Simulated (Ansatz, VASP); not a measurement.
# One calculation of CO2, two programs

File INCAR:

```
SYSTEM = CO2
  PREC = Accurate
  ENCUT = 520
  EDIFF = 1E-8
  ISMEAR = -1
  SIGMA = 0.02
  LREAL = .FALSE.
  LASPH = .TRUE.
  NELM = 80
  ALGO = Fast
  ISIF = 2
  LWAVE = .FALSE.
  LCHARG = .FALSE.
  GGA = PE
  LEFG = .TRUE.
  NBANDS = 44
```

The input KPOINTS:

```
regular mesh
0
G
  4 3 4
  0 0 0
```

Contents of POSCAR:

```
CO2
1.0
    4.7845453300      0.0000000000      0.0000000000
    0.0000000000      6.3155396400      0.0000000000
    0.0000000000      0.0000000000      5.6788908400
C O
4 8
Direct
    0.5000000000      0.8529985200      0.7500000000
    0.0000000000      0.3529985200      0.7500000000
    0.0000000000      0.6470014800      0.2500000000
    0.5000000000      0.1470014800      0.2500000000
    0.7009711200      0.1463284600      0.1335830200
    0.2990288800      0.1463284600      0.3664169800
    0.7990288800      0.6463284600      0.1335830200
    0.2009711200      0.3536715400      0.8664169800
    0.2009711200      0.6463284600      0.3664169800
    0.7990288800      0.3536715400      0.6335830200
    0.7009711200      0.8536715400      0.6335830200
    0.2990288800      0.8536715400      0.8664169800
```

Input for Ansatz:

```yaml
crystal:
  lattice:
    - [4.78454533, 0.0, 0.0]
    - [0.0, 6.31553964, 0.0]
    - [0.0, 0.0, 5.67889084]
  atoms:
    - { symbol: C, position: [0.5, 0.85299852, 0.75] }
    - { symbol: C, position: [0.0, 0.35299852, 0.75] }
    - { symbol: C, position: [0.0, 0.64700148, 0.25] }
    - { symbol: C, position: [0.5, 0.14700148, 0.25] }
    - { symbol: O, position: [0.70097112, 0.14632846, 0.13358302] }
    - { symbol: O, position: [0.29902888, 0.14632846, 0.36641698] }
    - { symbol: O, position: [0.79902888, 0.64632846, 0.13358302] }
    - { symbol: O, position: [0.20097112, 0.35367154, 0.86641698] }
    - { symbol: O, position: [0.20097112, 0.64632846, 0.36641698] }
    - { symbol: O, position: [0.79902888, 0.35367154, 0.63358302] }
    - { symbol: O, position: [0.70097112, 0.85367154, 0.63358302] }
    - { symbol: O, position: [0.29902888, 0.85367154, 0.86641698] }
kpoints:
  mp_grid: { grid: [4, 3, 4] }
scf:
  occupations: { method: fermi_dirac, width: 0.02 }
hamiltonian:
  xc: pbe
  pseudopotentials: { kind: paw }
output:
  forces: true
  stress: true
  populations: true
  efg: { quadrupole_moments_barn: { O: -0.02558 }, contact_densities: true }
```

The cell comes from a database or a generator and needn't be the stable form of this composition.

Alike in both runs: task electric field gradients; functional PBE; k mesh 4 × 3 × 4; occupations fermi-dirac, width 0.02 eV; no spin polarisation.

|  | VASP | Ansatz |
| --- | --- | --- |
| version | VASP 6.6.1 | Ansatz 0.2.0 |
| potentials or method | VASP PAW PBE potentials, release 64 (C, O) | plane-wave PAW, scalar-relativistic |
| plane-wave cutoff (eV) | 520 | 420 |
| valence electrons in the cell | 64 | 64 |

VASP gave:

```
gap on the k mesh at the Fermi level (eV)                      : 6.66
pressure (GPa)                                                 : 4.0
largest component of the traceless stress (GPa)                : 2.35
rms of the force components (eV/Å)                             : 0.372
Vzz of the field gradient on the site that differs most (V/Å²) : -49.9
```

Which values does Ansatz return?

gap on the k mesh at the Fermi level (eV): 6.68; pressure (GPa): 2.4; largest component of the traceless stress (GPa): 0.52; rms of the force components (eV/Å): 0.070; Vzz of the field gradient on the site that differs most (V/Å²): -29.2.

Atom by atom the forces differ by 0.303 eV/Å (rms over components).

Caveats: the standard files for N, O and F lose accuracy on very short bonds; an odd mesh through Γ misses points on the zone boundary, where band edges often lie.
